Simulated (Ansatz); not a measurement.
Runs of Ansatz 0.2.0 on BN. Symmetry: P6_3/mmc, No. 194, hexagonal system. The conventional cell has a = 2.498 Å, b = 2.498 Å, c = 6.636 Å, α = 90.00°, β = 90.00°, γ = 120.00°. N (site symmetry -6m2) is surrounded by 3 B at 1.44 Å. B (site symmetry -6m2) has 3 N at 1.44 Å as nearest neighbours. 

```tsv
task	level	cell	k mesh	cutoff (eV)	smearing	points for each segment of the path	mesh quality	gap on the mesh (eV)	pressure (GPa)
phonons	LDA	as given	9 × 9 × 3	420	fixed	-	not flagged	(a)	-
band structure	LDA	as given	12 × 12 × 4	420	fermi-dirac 0.05 eV	14	not flagged	(b)	-2.9
relaxation of cell and atoms	PBEsol+D4	relaxed	12 × 12 × 4	420	fermi-dirac 0.05 eV	-	not flagged	4.12	0.0
band structure	HSE06	as given	6 × 6 × 2	420	fermi-dirac 0.05 eV	4	coarse	5.60	-
```

Alike in all rows: potentials or basis Ansatz PAW; no spin polarisation.

Problem. Estimate the missing entries.

Solution. (a) 4.25; (b) 4.10.

Caveats: some runs use coarse meshes; the PAW data sets come from PBE, with cores solved anew for the run's functional, which leaves a small shift of forces and pressure; odd divisions of the mesh miss points on the zone boundary, where band edges often lie, so the gap on the mesh can be too wide (some runs); the plane-wave basis is chosen anew once the cell has moved, so the energies of steps on either side of that aren't comparable (some runs); this functional lacks dispersion, which binds the layers, so the pressure and a relaxed spacing across them are unreliable (some runs).

A k mesh can miss the band edges.

Not every run made on this cell is shown here.
